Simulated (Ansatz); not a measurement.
# TiO2 monolayer (1T): a soft mode frozen in

Wanted: the energy along a soft mode of TiO2 monolayer (1T) and the structure at the end.

Main program and level: Ansatz 0.2.0; DFT PBE, scalar-relativistic, plane waves, PAW.

This is a report of a sequence of runs, with most program output left out.

## Step 1: The starting structure

The cell holds 3 atoms: 1 Ti and 2 O. Cell: a = 2.989 Å, b = 2.989 Å, c = 28.308 Å, α = 90.0°, β = 90.0°, γ = 120.0°. Vacuum lies along c.

## Step 2: The dispersion

The cell comes from relaxations at this level that are not shown. Stability and thermal properties need the whole zone. Linear response on a 6×6×1 q mesh gives force constants as far as a supercell of that size would, and the tensors from the zone-centre run are typed in so that the long-range dipole term is interpolated apart.

input.yaml reads:

```yaml
crystal:
  lattice:
    - [2.9894192626, 0.0, 0.0]
    - [-1.4947096313, 2.588913024, 0.0]
    - [0.0, 0.0, 28.308]
  atoms:
    - { symbol: Ti, position: [0.0, 0.0, 0.3532570298] }
    - { symbol: O, position: [0.3333333333, 0.6666666667, 0.3873407215] }
    - { symbol: O, position: [0.6666666667, 0.3333333333, 0.3191733381] }
  periodic: [true, true, false]
kpoints:
  mp_grid: { grid: [12, 12, 1] }
hamiltonian:
  xc: pbe
scf:
  occupations: { method: fixed }
output:
  eigenvalues: true
phonons:
  method: dfpt
  qmesh: [6, 6, 1]
  temperatures: { t_max: 1000, t_step: 50 }
  qpath:
    path:
      - [0.0, 0.0, 0.0]
      - [0.5, 0.0, 0.0]
      - [0.33333333, 0.33333333, 0.0]
      - [0.0, 0.0, 0.0]
    npoints: 10
  isolated: true
  non_analytic_term:
    high_frequency_dielectric_tensor: [[2.0054, 0.0, 0.0], [0.0, 2.0054, 0.0], [0.0, 0.0, 1.1063]]
    born_effective_charges:
      - { species: Ti, tensor: [[7.0319, 0.0, 0.0], [0.0, 7.0319, 0.0], [0.0, 0.0, 0.6979]] }
      - { species: O, tensor: [[-3.5159, 0.0, 0.0], [0.0, -3.5159, 0.0], [0.0, 0.0, -0.349]] }
      - { species: O, tensor: [[-3.5159, 0.0, 0.0], [0.0, -3.5159, 0.0], [0.0, 0.0, -0.349]] }
    source: "zone-centre run at this cell"
```

On the command line:

```bash
> ansatz run input.yaml --threads 8 --pin off --max-ram 14336MiB --backend cpu --events-out ev --progress --plain --runs-dir out
```

Elapsed: 2.6 min, on 8 threads of Arm Neoverse V2, shared host; peak memory 1.5 GiB.

This step gave:

```yaml
gap_on_the_k_mesh: 2.727 eV
sum_rule_residual_before_enforcement: 2.92e-5 eV/Å²
lowest_frequency_on_the_path: -131.1 cm⁻¹
point_group: -3m
highest_frequency_on_the_path_or_at_a_solved_wavevector: 683.7 cm⁻¹
area_per_atom: 2.58 Å²
highest_optical_mode_at_the_zone_centre_no_lo_to_term: 617.4 cm⁻¹
lowest_optical_zone_centre_mode: 113.2 cm⁻¹
lowest_mode_on_the_q_mesh_acoustic_modes_at_gamma_apart: -131.1 cm⁻¹
```

Frequencies (cm⁻¹) solved at each irreducible wavevector; negative means imaginary. Frequencies by wavevector, by row:

| q in reciprocal lattice units | star | mode 1 | mode 2 | mode 3 | mode 4 | mode 5 | mode 6 | mode 7 | mode 8 | mode 9 |
| --- | --- | --- | --- | --- | --- | --- | --- | --- | --- | --- |
| 0 0 0 | 1 | 0 | 0 | 0 | 113.2 | 113.2 | 480.2 | 480.2 | 577 | 617.4 |
| 0 0.1667 0 | 6 | 33.8 | 68.3 | 189 | 196.3 | 448.9 | 465.4 | 560 | 568.1 | 672.4 |
| 0 0.3333 0 | 6 | 45.5 | 70.3 | 255.8 | 306.4 | 421.3 | 432.1 | 515.9 | 556.6 | 665.9 |
| 0 -0.5 0 | 3 | -115 | -19.9 | 245.2 | 380 | 389.2 | 451.8 | 501.3 | 577.1 | 635.5 |
| 0.1667 0.1667 0 | 6 | 37.5 | 103.8 | 280.2 | 297.5 | 383.3 | 452.4 | 538.7 | 551.7 | 665.7 |
| 0.1667 0.3333 0 | 12 | -106.4 | 172.8 | 276.8 | 353.4 | 384.9 | 470.6 | 508.3 | 549.3 | 634.7 |
| 0.3333 0.3333 0 | 2 | -131.1 | 286.5 | 286.5 | 318.6 | 438.7 | 438.7 | 522.2 | 522.2 | 618.2 |

Interpolated from a 6×6×1 q mesh, with the LO-TO term (at Γ the limit along the path; where Γ stands inside the path, tables give the limit on arrival). Phonon branches along the path, in cm⁻¹:

| point | branch 1 | branch 2 | branch 3 | branch 4 | branch 5 | branch 6 | branch 7 | branch 8 | branch 9 |
| --- | --- | --- | --- | --- | --- | --- | --- | --- | --- |
| Γ | 0 | 0 | 0 | 113 | 113 | 480 | 480 | 577 | 617 |
| halfway | 58 | 61 | 249 | 259 | 414 | 452 | 533 | 558 | 684 |
| M | -115 | -20 | 245 | 380 | 389 | 452 | 501 | 577 | 636 |
| halfway | -121 | 185 | 264 | 367 | 386 | 489 | 491 | 551 | 628 |
| K | -131 | 286 | 286 | 319 | 439 | 439 | 522 | 522 | 618 |
| halfway | 38 | 104 | 280 | 298 | 383 | 452 | 539 | 552 | 666 |
| Γ | 0 | 0 | 0 | 113 | 113 | 480 | 480 | 577 | 617 |

Symmetry leaves 7 wavevectors to solve. The lowest mode among them, the acoustic zeros apart, lies at q = (0.333, 0.333, 0) and is imaginary, 131.1i cm⁻¹, so the energy falls along it.

## Step 3: The mode frozen in, largest atomic shift 0 Å

The mode followed lies at q = (0, -0.5, 0) with frequency 115.0i cm⁻¹, one of the unstable modes though not the softest. At small amplitude the distorted cell has space group no. 11 by a symmetry search on the positions. The undistorted cell that holds it gives the zero of energy on the same k mesh.

System of this step: TiO2 monolayer (1T). The cell holds 6 atoms: 2 Ti and 4 O. Its edges and angles: a = 2.989 Å, b = 5.178 Å, c = 28.308 Å, α = 90.0°, β = 90.0°, γ = 90.0°. It derives from TiO2. Vacuum lies along c.

input.yaml reads:

```yaml
crystal:
  lattice:
    - [2.9894192626, 0.0, 0.0]
    - [0.0, 5.1778260479, 0.0]
    - [0.0, 0.0, 28.308]
  atoms:
    - { symbol: Ti, position: [0.0, 0.0, 0.3532570298] }
    - { symbol: Ti, position: [0.5, 0.5, 0.3532570298] }
    - { symbol: O, position: [0.0, 0.3333333333, 0.3873407215] }
    - { symbol: O, position: [0.5, 0.8333333333, 0.3873407215] }
    - { symbol: O, position: [0.5, 0.1666666667, 0.3191733381] }
    - { symbol: O, position: [1.0, 0.6666666667, 0.3191733381] }
  periodic: [true, true, false]
kpoints:
  mp_grid: { grid: [8, 6, 1] }
hamiltonian:
  xc: pbe
scf:
  occupations: { method: gaussian, width: 0.02 }
output:
  forces: true
  stress: true
  eigenvalues: true
```

It took 1.8 s on 8 threads; peak memory 1.1 GiB; 13 s of CPU time.

This step gave:

* gap on the k-mesh: 2.716 eV
* energy from the undistorted cell: 0 meV/atom

## Step 4: The mode frozen in, largest atomic shift 0.14 Å

The atoms are moved along the unstable eigenvector, the largest shift by 0.14 Å, with the cell fixed.

input.yaml reads:

```yaml
crystal:
  lattice:
    - [2.9894192626, 0.0, 0.0]
    - [0.0, 5.1778260479, 0.0]
    - [0.0, 0.0, 28.308]
  atoms:
    - { symbol: Ti, position: [0.0, 0.0058653992, 0.358084861] }
    - { symbol: Ti, position: [0.5, 0.4941346008, 0.3484291987] }
    - { symbol: O, position: [0.0, 0.3303518998, 0.3872753751] }
    - { symbol: O, position: [0.5, 0.8363147668, 0.3874060679] }
    - { symbol: O, position: [0.5, 0.1696481002, 0.3192386845] }
    - { symbol: O, position: [1.0, 0.6636852332, 0.3191079918] }
  periodic: [true, true, false]
kpoints:
  mp_grid: { grid: [8, 6, 1] }
hamiltonian:
  xc: pbe
scf:
  occupations: { method: gaussian, width: 0.02 }
output:
  forces: true
  stress: true
  eigenvalues: true
  write_density: true
  write_potential: true
  elf: true
  volumetric_format: npy
```

Wall time 2.6 s (8 threads); peak memory 1.1 GiB; 19 s of CPU time.

Numbers from this step:

```
gap on the k-mesh                : 2.877 eV
energy from the undistorted cell : -4.307 meV/atom
```

The energy, extrapolated to zero smearing, is -4.31 meV/atom against the undistorted cell.

## Step 5: Energy along the mode, all amplitudes (two of the runs are shown above)

An imaginary frequency means negative curvature, so the energy should fall and then rise again as anharmonic terms take over.

This step gave:

```yaml
depth_at_the_lowest_point_sampled: 4.307 meV/atom
largest_atomic_shift_at_that_point: 0.14 Å
```

Energy from the parent against largest atomic shift:

| largest atomic shift (Å) | energy from the parent (meV/atom) |
| --- | --- |
| 0.000 | 0 |
| 0.040 | -0.603 |
| 0.080 | -2.13 |
| 0.140 | -4.31 |
| 0.220 | -0.401 |
| 0.320 | 31.1 |

Displacement at unit largest shift by atom:

| atom | x (Å) | y (Å) | z (Å) | size |
| --- | --- | --- | --- | --- |
| Ti1 | 0.000 | 0.217 | 0.976 | 1.000 |
| Ti2 | 0.000 | -0.217 | -0.976 | 1.000 |
| O3 | 0.000 | -0.110 | -0.013 | 0.111 |
| O4 | 0.000 | 0.110 | 0.013 | 0.111 |
| O5 | 0.000 | 0.110 | 0.013 | 0.111 |
| O6 | 0.000 | -0.110 | -0.013 | 0.111 |

The lowest of the steps tried is at 0.14 Å, 4.31 meV/atom below the parent; the bottom of the well need not coincide with a step.

## Step 6: Relaxation from the frozen mode

Starting from the lowest point found, all atoms and the cell are let go, so that strain and other modes of the same symmetry can join in.

Edit input.yaml of step 4 so:

```diff
@@ -18,3 +18,3 @@
 scf:
-  occupations: { method: gaussian, width: 0.02 }
+  occupations: { method: fixed }
 output:
@@ -23,5 +23,6 @@
   eigenvalues: true
-  write_density: true
-  write_potential: true
-  elf: true
-  volumetric_format: npy
+relax:
+  adjacent_minimum: "off"
+  f_tol: 0.002
+  max_steps: 120
+  cell: { stress_2d_tol: 0.005 }
```

Wall time 24 s (8 threads); peak memory 1.2 GiB.

Relaxation path:

| step | energy less that of the first step (eV) | largest force component (eV/Å) | volume (Å³) |
| --- | --- | --- | --- |
| 1 | 0.0000 | 0.1297 | 438.17 |
| 2 | -0.0053 | 0.0833 | 438.85 |
| 3 | -0.0071 | 0.0794 | 439.44 |
| 4 | -0.0079 | 0.0649 | 439.26 |
| 5 | -0.0070 | 0.1497 | 437.53 |
| 6 | -0.0096 | 0.0123 | 439.24 |
| 7 | -0.0095 | 0.0038 | 439.47 |
| 8 | -0.0095 | 0.0003 | 439.49 |
| 9* | -0.0105 | 0.0003 | 439.49 |
| 10 | -0.0104 | 0.0003 | 439.53 |
| 11* | -0.0105 | 0.0003 | 439.53 |

Relaxation steps marked * repeat the geometry before them on a plane-wave basis chosen anew for their cell, so energy and pressure can jump there. Relaxation step 5 was tried and not accepted.

Forces are held to the 4 operations that the run works with; a distortion that breaks them can't arise in this run.

| cell as run | before | after | change |
| --- | --- | --- | --- |
| a (Å) | 2.989 | 2.996 | +0.2 % |
| b (Å) | 5.178 | 5.182 | +0.1 % |

The atoms that moved most (Å, along periodic axes as changes of fractional coordinates times the final cell, across vacuum about the mean position):

| atom | dx | dy | dz | length |
| --- | --- | --- | --- | --- |
| Ti2 | 0.000 | -0.002 | -0.051 | 0.051 |
| Ti1 | 0.000 | 0.002 | 0.051 | 0.051 |
| O6 | 0.000 | 0.010 | -0.020 | 0.022 |
| O4 | 0.000 | -0.010 | 0.020 | 0.022 |
| O5 | 0.000 | -0.019 | 0.007 | 0.020 |
| O3 | 0.000 | 0.019 | -0.007 | 0.020 |

The relaxed structure:

```cif
data_structure
_symmetry_space_group_name_H-M 'P 1'
_symmetry_Int_Tables_number 1
_cell_length_a 2.9961
_cell_length_b 5.1824
_cell_length_c 28.3080
_cell_angle_alpha 90.000
_cell_angle_beta 90.000
_cell_angle_gamma 90.000
_cell_volume 439.53
loop_
_atom_site_label
_atom_site_type_symbol
_atom_site_fract_x
_atom_site_fract_y
_atom_site_fract_z
_atom_site_occupancy
Ti1 Ti 0.00000 0.00633 0.35989 1
Ti2 Ti 0.50000 0.49367 0.34662 1
O3 O 0.00000 0.33395 0.38702 1
O4 O 0.50000 0.83440 0.38811 1
O5 O 0.50000 0.16605 0.31949 1
O6 O 0.00000 0.66560 0.31840 1
```

This step gave:

- gap on the k-mesh: 2.888 eV
- area per atom: 2.588 Å²

The distorted start has space group P2_1/m; the relaxation ends in P2_1/m.

## Step 7: The new phase in its own primitive cell

The relaxed structure is symmetrised, reduced to its primitive cell and relaxed tightly, as its phonons need.

input.yaml reads:

```yaml
crystal:
  lattice:
    - [2.9960779894, 0.0, 0.0]
    - [0.0, 5.1823962109, 0.0]
    - [0.0, 0.0, 28.308]
  atoms:
    - { symbol: Ti, position: [0.0, 0.0063305493, 0.3598896777] }
    - { symbol: Ti, position: [0.5, 0.4936694507, 0.3466243819] }
    - { symbol: O, position: [0.0, 0.3339513264, 0.3870230861] }
    - { symbol: O, position: [0.5, 0.8343967208, 0.3881136089] }
    - { symbol: O, position: [0.5, 0.1660486736, 0.3194909735] }
    - { symbol: O, position: [1.0, 0.6656032792, 0.3184004508] }
  periodic: [true, true, false]
kpoints:
  mp_grid: { grid: [8, 6, 1] }
hamiltonian:
  xc: pbe
scf:
  occupations: { method: fixed }
output:
  forces: true
  stress: true
  eigenvalues: true
relax:
  adjacent_minimum: "off"
  f_tol: 0.001
  max_steps: 60
  cell: { stress_2d_tol: 0.002 }
```

Elapsed: 5.7 s, on 8 threads; peak memory 1.2 GiB.

Little changed from the start: no atom moved by 0.005 Å and no cell edge by 0.1 %.

Numbers from this step:

```yaml
direct_gap_on_mesh: 3.116 eV
```

The largest force component left is 0.30 meV/Å, within the tolerances set.

## Step 8: Modes of the new phase, k-mesh 8×6×1

A relaxed structure may still be a saddle point, so its zone-centre modes are computed. The response to a homogeneous field gives the Born charges and the dielectric tensor, and its change with displacement the Raman tensors.

Edit input.yaml of step 7 so:

```diff
@@ -20,9 +20,6 @@
 output:
-  forces: true
-  stress: true
   eigenvalues: true
-relax:
-  adjacent_minimum: "off"
-  f_tol: 0.001
-  max_steps: 60
-  cell: { stress_2d_tol: 0.002 }
+phonons:
+  method: dfpt
+  dielectric: true
+  raman: true
```

It took 3.7 min on 8 threads; peak memory 2.3 GiB.

This step gave:

* sum-rule residual before enforcement: 7.06e-5 eV/Å²
* miss of the charge sum rule: 0.001402 e
* estimated error of the dielectric tensor: 0.006054
* estimated error of the Born charges: 0.02488 e
* point group: 2/m
* highest optical mode at the zone centre (no LO-TO term): 681.1 cm⁻¹
* lowest optical zone-centre mode: 129.8 cm⁻¹
* largest Born charge (third of the trace): 4.594 e

Without the LO-TO term. Patterns of degenerate modes are one choice out of their space. The modes at Γ (shares of kinetic energy by element, %):

| mode | frequency (cm⁻¹) | symmetry | Ti % | O % |
| --- | --- | --- | --- | --- |
| 1 | 0.0 | acoustic | 60 | 40 |
| 2 | 0.0 | acoustic | 60 | 40 |
| 3 | 0.0 | acoustic | 60 | 40 |
| 4 | 129.8 | Ag | 95 | 5 |
| 5 | 134.2 | Bg | 96 | 4 |
| 6 | 185.1 | Bu | 29 | 71 |
| 7 | 202.4 | Au | 36 | 64 |
| 8 | 294.2 | Ag | 24 | 76 |
| 9 | 368.1 | Bg | 2 | 98 |
| 10 | 399.6 | Au | 4 | 96 |
| 11 | 422.0 | Ag | 14 | 86 |
| 12 | 474.4 | Ag | 16 | 84 |
| 13 | 476.6 | Bg | 2 | 98 |
| 14 | 493.9 | Bu | 11 | 89 |
| 15 | 580.7 | Bu | 26 | 74 |
| 16 | 589.7 | Ag | 8 | 92 |
| 17 | 639.5 | Ag | 42 | 58 |
| 18 | 681.1 | Bu | 14 | 86 |

Displacements in mode 4 (129.8 cm⁻¹), the largest set to 1:
```
Ti1  0.00 -0.10 -1.00
Ti2  0.00  0.10  1.00
O3   0.00 -0.21  0.13
O4   0.00  0.12 -0.27
O5   0.00  0.21 -0.13
O6   0.00 -0.12  0.27
```

Displacements in mode 11 (422.0 cm⁻¹), the largest set to 1:
```
Ti1  0.00  0.28 -0.13
Ti2  0.00 -0.28  0.13
O3   0.00  1.00 -0.49
O4   0.00  0.60  0.36
O5   0.00 -1.00  0.49
O6   0.00 -0.60 -0.36
```

High-frequency dielectric tensor, averaged over the cell of height 28.3 Å or as lengthened by the program, vacuum included. Tensor:

|  | x | y | z |
| --- | --- | --- | --- |
| x | 1.959 | 0 | 0 |
| y | 0 | 1.905 | -0.004 |
| z | 0 | -0.004 | 1.106 |

Born charge (rows field, columns displacement) (e), principal values of the symmetric part by kind of site:

| atom | atoms with these values | low | middle | high | mean |
| --- | --- | --- | --- | --- | --- |
| Ti1 | 2 | 0.68 | 6.40 | 6.71 | 4.59 |
| O3 | 2 | -3.25 | -2.65 | -0.34 | -2.08 |
| O4 | 2 | -4.06 | -3.15 | -0.34 | -2.51 |

In full for Ti1:

```
 6.71  0.00  0.00
 0.00  6.40 -0.04
 0.00 -0.03  0.68
```

Transverse modes. Infrared lines, with heights relative to the strongest:

| position (cm⁻¹) | label | relative intensity |
| --- | --- | --- |
| 130 | Ag | 0.0 |
| 134 | Bg | 0.0 |
| 185 | Bu | 81 |
| 202 | Au | 100 |
| 294 | Ag | 0.0 |
| 368 | Bg | 0.0 |
| 400 | Au | 26 |
| 422 | Ag | 0.0 |
| 474 | Ag | 0.0 |
| 477 | Bg | 0.0 |
| 494 | Bu | 27 |
| 581 | Bu | 1.3 |
| 590 | Ag | 0.0 |
| 640 | Ag | 0.0 |
| 681 | Bu | 3.7 |

Activity x (w_L - w)^4 (n + 1)/w, 532 nm, 300 K. Raman lines, with heights relative to the strongest:

| position (cm⁻¹) | label | relative intensity |
| --- | --- | --- |
| 130 | Ag | 84 |
| 134 | Bg | 15 |
| 185 | Bu | 0.0 |
| 202 | Au | 0.0 |
| 294 | Ag | 100 |
| 368 | Bg | 1.3 |
| 400 | Au | 0.0 |
| 422 | Ag | 19 |
| 474 | Ag | 3.0 |
| 477 | Bg | 37 |
| 494 | Bu | 0.0 |
| 581 | Bu | 0.0 |
| 590 | Ag | 44 |
| 640 | Ag | 13 |
| 681 | Bu | 0.0 |

Before it was imposed, the acoustic sum rule was missed by 7.1e-5 eV/Å² and the charge sum rule by 0.0014 e. Small misses are needed for a sound result but don't prove that mesh and cutoff are converged. The lowest optical mode is real, 130 cm⁻¹.

## Step 9: The phases reached

The phases reached along the modes that were followed are set side by side.

Energies are those of the first relaxation, on the mesh of the frozen mode; space group, volume and gap are those of the last relaxation. Phases, by row:

| mode frozen in | space group | energy from parent (meV/atom) | volume (Å³/atom) | gap on mesh (eV) | lowest zone-centre optical mode (cm⁻¹) | largest shift (Å) |
| --- | --- | --- | --- | --- | --- | --- |
| parent | P-3m1 | 0 | 73.03 | 2.727 | – | – |
| q = (0.333, 0.333, 0), 131i cm⁻¹ | P-3 | -7.5 | 73.09 | 2.945 | – | 0.23 |
| q = (0, -0.5, 0), 115i cm⁻¹ | P2_1/m | -6.05 | 73.26 | 2.888 | 129.8 | 0.191 |

## Step 10: Summary of results

```yaml
unstable_mode_of_the_parent: q = (0, -0.5, 0), 115i cm⁻¹
depth_at_the_lowest_point_sampled: 4.31 meV/atom
largest_atomic_shift_at_that_point: 0.14 Å
space_group_reached_within_0p01_a: P2_1/m
energy_gained_over_the_parent_first_relaxation_on_the_mesh_of_the_frozen_mode: 6.05 meV/atom
area_per_atom_phase_reached: 2.59 Å²
gap_on_the_k_mesh_phase_reached: 2.89 eV
lowest_optical_zone_centre_mode_phase_reached: 130 cm⁻¹
highest_optical_mode_at_the_zone_centre_no_lo_to_term_phase_reached: 681 cm⁻¹
```

Along this mode the structure falls into P2_1/m, 6.05 meV/atom below the parent. At the parent's cell the well is 4.307 meV/atom deep on the steps tried, with its lowest point at a shift of 0.14 Å. Relaxing atoms and cell changes the gain by +1.74 meV/atom against the lowest step (energies at zero smearing). The new phase has no imaginary mode at the zone centre of its cell; other wavevectors were not checked. Of the 2 patterns followed to their end from this parent, this one ends 1.45 meV/atom above the lowest, P-3. Each path keeps the symmetry of its pattern, so a lower phase may lie along a pattern not tried. In a sheet or slab the interpolated bending branch near Γ is rough, since the rotational sum rule isn't imposed. Dielectric tensors refer to the cell with its vacuum. The starting cell was built on a prototype and not taken from a measurement.

[Logs are printed without paths, hosts, clocks, repeated set-up lines and the standing remarks that a program may print on its own settings, such as how far it seeks lower states.]

[Hosts, paths, dates, database ids (printed as entryN), source tags and the programs' standing remarks are cut or masked in the printed files.]
